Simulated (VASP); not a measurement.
# TiO2 (I4_1/amd) in VASP: a series of runs, part 2 of 2

VASP 6.6.1.

### 3 Relaxation of cell and atoms, PBE, collinear spin, ferromagnetic start

This run uses another cell than the first one, of 11.71 Å³/atom, 1.032 times its volume.

Contents of INCAR:

```
SYSTEM = TiO2
ALGO     = Normal         ! electronic algorithm
EDIFF    = 1E-7           ! SCF threshold, eV
EDIFFG   = -0.002         ! ionic threshold
ENCUT    = 520            ! plane-wave cutoff, eV
GGA      = PE             ! functional
IBRION   = 2              ! ionic algorithm
ISIF     = 3              ! what is computed and relaxed
ISMEAR   = 0              ! smearing method
ISPIN    = 2              ! spin polarisation
KPAR     = 4            
LASPH    = .True.         ! aspherical terms in the spheres
LCHARG   = .False.        ! write CHGCAR
LMAXMIX  = 4              ! l up to which the mixer works
LORBIT   = 11             ! projections on sites
LREAL    = .False.        ! projectors in reciprocal space
LWAVE    = .False.        ! write WAVECAR
MAGMOM   = 1 1 0 0 0 0    ! initial moments
NELM     = 150            ! most SCF steps
NSW      = 80             ! ionic steps
PREC     = Accurate       ! precision mode
SIGMA    = 1.0            ! smearing width, eV
```

Contents of KPOINTS:

```
k-points
0
Gamma
  14 14 14
  0 0 0
```

Contents of POSCAR:

```
TiO2                                    
1.0
   -1.9032185192      1.9032185192      4.8504193009
    1.9032185192     -1.9032185192      4.8504193009
    1.9032185192      1.9032185192     -4.8504193009
  Ti              O             
     2     4
Direct
     0.0000000000000000    0.0000000000000000    0.0000000000000000
     0.7500000000000000    0.2500000000000000    0.5000000000000000
     0.2067478206479648    0.2067478206479648    0.0000000000000000
     0.9567478206479648    0.4567478206479647    0.5000000000000000
     0.5432521793520352    0.0432521793520352    0.5000000000000000
     0.7932521793520352    0.7932521793520352    0.0000000000000000
```

Potentials or basis: VASP PAW PBE potentials, release 64 (Ti_sv, O).

On the command line:

```bash
cat potpaw_PBE.64/Ti_sv/POTCAR potpaw_PBE.64/O/POTCAR > POTCAR
mpirun -np 4 vasp_std > vasp.out
```

OUTCAR:

```text
SYSTEM = TiO2
   EDIFF = 1E-7
   EDIFFG = -0.002
   ENCUT = 520
   GGA = PE
   IBRION = 2
   ISIF = 3
   ISMEAR = 0
   ISPIN = 2
   LASPH = .True.
   LORBIT = 11
   LREAL = .False.
   NELM = 150
   NSW = 80
   PREC = Accurate

 ion  position               nearest neighbor table
   1  0.000  0.000  0.000-   5 1.95   4 1.95   5 1.95   4 1.95   3 2.01   6 2.01
   2  0.750  0.250  0.500-   6 1.95   3 1.95   6 1.95   3 1.95   4 2.01   5 2.01
   3  0.207  0.207  0.000-   2 1.95   2 1.95   1 2.01
   4  0.957  0.457  0.500-   1 1.95   1 1.95   2 2.01
   5  0.543  0.043  0.500-   1 1.95   1 1.95   2 2.01
   6  0.793  0.793  0.000-   2 1.95   2 1.95   1 2.01

  LATTYP: Found a body centered tetragonal cell.
 ALAT       =     3.8064370384
 C/A-ratio  =     2.5485351535

  Lattice vectors:

 A1 = (  -1.9032185192,   1.9032185192,   4.8504193009)
 A2 = (   1.9032185192,  -1.9032185192,   4.8504193009)
 A3 = (   1.9032185192,   1.9032185192,  -4.8504193009)

Analysis of symmetry for initial positions (statically):
=====================================================================
 Subroutine PRICEL returns:
 Original cell was already a primitive cell.

 Routine SETGRP: Setting up the symmetry group for a
 body centered tetragonal supercell.

 Subroutine GETGRP returns: Found 16 space group operations
 (whereof  8 operations were pure point group operations)
 out of a pool of 16 trial point group operations.

The static configuration has the point symmetry D_2d.
 The point group associated with its full space group is D_4h.

Analysis of symmetry for dynamics (positions and initial velocities):
=====================================================================
 Subroutine PRICEL returns:
 Original cell was already a primitive cell.

 Routine SETGRP: Setting up the symmetry group for a
 body centered tetragonal supercell.

 Subroutine GETGRP returns: Found 16 space group operations
 (whereof  8 operations were pure point group operations)
 out of a pool of 16 trial point group operations.

The dynamic configuration has the point symmetry D_2d.
 The point group associated with its full space group is D_4h.

Analysis of structural, dynamic, and magnetic symmetry:
=====================================================================
 Subroutine PRICEL returns:
 Original cell was already a primitive cell.

 Routine SETGRP: Setting up the symmetry group for a
 body centered tetragonal supercell.

 Subroutine GETGRP returns: Found 16 space group operations
 (whereof  8 operations were pure point group operations)
 out of a pool of 16 trial point group operations.

The overall configuration has the point symmetry D_2d.
 The point group associated with its full space group is D_4h.

 Subroutine INISYM returns: Found 16 space group operations
 (whereof  8 operations are pure point group operations),
 and found     1 'primitive' translations

----------------------------------------------------------------------------------------

                                     Primitive cell

  volume of cell :      70.2775

  direct lattice vectors                    reciprocal lattice vectors
    -1.903218519  1.903218519  4.850419301     0.000000000  0.262712870  0.103083872
     1.903218519 -1.903218519  4.850419301     0.262712870  0.000000000  0.103083872
     1.903218519  1.903218519 -4.850419301     0.262712870  0.262712870  0.000000000

  length of vectors
[... 89 lines left out ...]
   NELM   =    150;   NELMIN=  2; NELMDL= -5     # of ELM steps
   EDIFF  = 0.1E-06   stopping-criterion for ELM
   LREAL  =      F    real-space projection
   EDIFFG = -.2E-02   stopping-criterion for IOM
   NSW    =     80    number of steps for IOM
   IBRION =      2    ionic relax: 0-MD 1-quasi-New 2-CG
   NFREE  =      1    steps in history (QN), initial steepest desc. (CG)
   ISIF   =      3    stress and relaxation
   ISYM   =      2    0-nonsym 1-usesym 2-fastsym
   POTIM  = 0.5000    time-step for ionic-motion
   TEBEG  =    0.0;   TEEND  =   0.0 temperature during run
   PSTRESS=    0.0 pullay stress
   NELECT =      48.0000    total number of electrons
   NUPDOWN=      -1.0000    fix difference up-down
   EMIN   =  10.00;   EMAX   =-10.00  energy-range for DOS
   EFERMI =   0.00;   METHOD = LEGACY
   ISMEAR =     0;   SIGMA  =   1.00  broadening in eV -4-tet -1-fermi 0-gaus
   EFERMI_NEDOS =   21; number of points for ismear=-14 and -15
   IALGO  =     38    algorithm
   IMIX   =      4    mixing-type and parameters
     AMIX     =   0.40;   BMIX     =  1.00
     AMIX_MAG =   1.60;   BMIX_MAG =  1.00
  volume/ion in A,a.u.               =      11.71        79.04
  Fermi-wavevector in a.u.,A,eV,Ry     =   1.441727  2.724469 28.280756  2.078577
  Thomas-Fermi vector in A             =   2.560327
   LORBIT       =     11    0 simple, 1 ext, 2 COOP (PROOUT), +10 PAW based schemes
   GGA     = PE    functional components
   LHFCALC =     F    Hartree Fock is set to
   AEXX    =    0.0000 exact exchange contribution
   IVDW    =     0    specifies the selected vdW correction
   LEPSILON=     F    determine dielectric tensor
   LRPA    =     F    only Hartree local field effects (RPA)
 conjugate gradient relaxation of ions
 spin polarized calculation
 Gauss-broadening in eV      SIGMA  =   1.00
  energy-cutoff  :      520.00
  volume of cell :       70.28
 maximum number of plane-waves:      1910
 NGX is ok and might be reduce to    42
   NGX = 21   NGY = 21   NGZ = 21

--------------------------------------- Ionic step        1  -------------------------------------------

 number of electron      47.9999997 magnetization      -0.0000018

 number of electron      47.9999997 magnetization       0.0000010

 Free energy of the ion-electron system (eV)
  ---------------------------------------------------
  ext. energy  EPLUGINS =         0.00000000
  ---------------------------------------------------
  free energy    TOTEN  =       -53.88373524 eV

  energy without entropy =      -53.74849972  energy(sigma->0) =      -53.81611748

------------------------ aborting loop because EDIFF is reached ----------------------------------------

  FORCE on cell =-STRESS in cart. coord.  units (eV):
  Direction    XX          YY          ZZ          XY          YZ          ZX
  --------------------------------------------------------------------------------------
  -------------------------------------------------------------------------------------
  Total        0.0212038      0.0212038      0.0318775      0.0000000      0.0000000      0.0000000
  in kB        0.4834020      0.4834020      0.7267380      0.0000000      0.0000000      0.0000000
  external PRESSURE =       0.5645140 kB  Pullay stress =       0.0000000 kB
[... 147 lines left out ...]
--------------------------------------- Ionic step        5  -------------------------------------------

 number of electron      47.9999997 magnetization       0.0000000

 Free energy of the ion-electron system (eV)
  ---------------------------------------------------
  ext. energy  EPLUGINS =         0.00000000
  ---------------------------------------------------
  free energy    TOTEN  =       -53.88374167 eV

  energy without entropy =      -53.74829704  energy(sigma->0) =      -53.81601936

 E-fermi :   4.3772     XC(G=0): -10.5710

 val. band max:        3.1081158383   @ k =  -0.4286   0.4286   0.0000
 cond. band min:       5.2253641070   @ k =   0.0000   0.0000   0.0000
 fundamental gap:      2.1172482688
 Fermi energy:         4.3772457529

 spin component 1

 k-point     1 :       0.0000    0.0000    0.0000
  band No.  band energies     occupation
      1     -53.3387      1.00000
      2     -53.2883      1.00000
      3     -29.7678      1.00000
      4     -29.5468      1.00000
      5     -29.5468      1.00000
      6     -29.4859      1.00000
[... 757 lines left out ...]
     28       6.6970      0.00052
     29       6.7931      0.00032

 [... further k-points ...]

 spin component 2

 k-point     1 :       0.0000    0.0000    0.0000
  band No.  band energies     occupation
      1     -53.3387      1.00000
      2     -53.2883      1.00000
      3     -29.7678      1.00000
      4     -29.5468      1.00000
      5     -29.5468      1.00000
      6     -29.4859      1.00000
[... 792 lines left out ...]
  FREE ENERGIE OF THE ION-ELECTRON SYSTEM (eV)
  ---------------------------------------------------
  free  energy   TOTEN  =       -53.8837416748 eV

  energy  without entropy=      -53.7482970397  energy(sigma->0) =      -53.81601936

 reached required accuracy - stopping structural energy minimisation

 total charge

# of ion       s       p       d       tot
------------------------------------------
    1        2.217   6.280   1.723  10.221
    2        2.217   6.280   1.723  10.221
    3        1.571   3.491   0.000   5.062
    4        1.571   3.491   0.000   5.062
    5        1.571   3.491   0.000   5.062
    6        1.571   3.491   0.000   5.062
--------------------------------------------------
tot         10.719  26.524   3.446  40.689

 magnetization (x)

# of ion       s       p       d       tot
------------------------------------------
    1        0.000   0.000   0.000   0.000
    2        0.000   0.000   0.000   0.000
    3        0.000  -0.000   0.000  -0.000
    4        0.000  -0.000   0.000  -0.000
    5        0.000  -0.000   0.000  -0.000
    6        0.000  -0.000   0.000  -0.000
--------------------------------------------------
tot          0.000  -0.000   0.000   0.000
```

It took 11 min on 4 MPI ranks of Intel Xeon Platinum 8559C (Emerald Rapids), shared host; peak memory 0.82 GiB.

What came out:

```
Free energy                                           : -53.8837 eV
Relaxed volume                                        : 11.72 Å³/atom
Relaxed cell                                          : a = 5.548 Å, b = 5.548 Å, c = 5.548 Å, α = 139.87°, β = 139.87°, γ = 58.05°
Space group after relaxing (to 0.05 Å)                : I4_1/amd (No. 141)
Energy gained by relaxing                             : 0.0 meV/atom
Ionic steps                                           : 5
Pressure after relaxing                               : 0.0 GPa
Band gap on the k mesh                                : 2.12 eV, indirect (least direct gap 2.43 eV)
Net moment                                            : 0.00 μB per cell
Valence electrons inside the program's atomic spheres : Ti 10.22; O 5.06
```

Final structure:
```
Ti O
1.0
    -1.90335    1.90335    4.85129
     1.90335   -1.90335    4.85129
     1.90335    1.90335   -4.85129
Ti O
2 4
Direct
  0.00000 0.00000 0.00000
  0.75000 0.25000 0.50000
  0.20673 0.20673 0.00000
  0.95673 0.45673 0.50000
  0.54327 0.04327 0.50000
  0.79327 0.79327 0.00000
```

Levels at points of the mesh, in eV from the valence-band top:
Spin up:
```
           k point  band 20  band 21  band 22  band 23  band 24  band 25  band 26  band 27  band 28  band 29
(0.00, 0.00, 0.00)    -0.80    -0.80    -0.78    -0.43    -0.43     2.12     2.78     3.94     3.94     3.95
(0.50, 0.00, 0.00)    -1.90    -1.87    -0.88    -0.86    -0.64     3.18     3.45     3.50     3.52     4.18
(0.50, 0.50, 0.00)    -2.56    -1.97    -1.97    -0.05    -0.05     3.22     3.22     3.68     3.68     4.76
(0.50, 0.50, 0.50)    -1.33    -1.24    -1.24    -0.11    -0.11     2.44     2.44     3.69     3.69     4.22
```
Spin down:
| k point | band 20 | band 21 | band 22 | band 23 | band 24 | band 25 | band 26 | band 27 | band 28 | band 29 |
| --- | --- | --- | --- | --- | --- | --- | --- | --- | --- | --- |
| (0.00, 0.00, 0.00) | -0.80 | -0.80 | -0.78 | -0.43 | -0.43 | 2.12 | 2.78 | 3.94 | 3.94 | 3.95 |
| (0.50, 0.00, 0.00) | -1.90 | -1.87 | -0.88 | -0.86 | -0.64 | 3.18 | 3.45 | 3.50 | 3.52 | 4.18 |
| (0.50, 0.50, 0.00) | -2.56 | -1.97 | -1.97 | -0.05 | -0.05 | 3.22 | 3.22 | 3.68 | 3.68 | 4.76 |
| (0.50, 0.50, 0.50) | -1.33 | -1.24 | -1.24 | -0.11 | -0.11 | 2.44 | 2.44 | 3.69 | 3.69 | 4.22 |

A k mesh can miss the band edges. As with any semilocal functional, this PBE gap is likely too small.
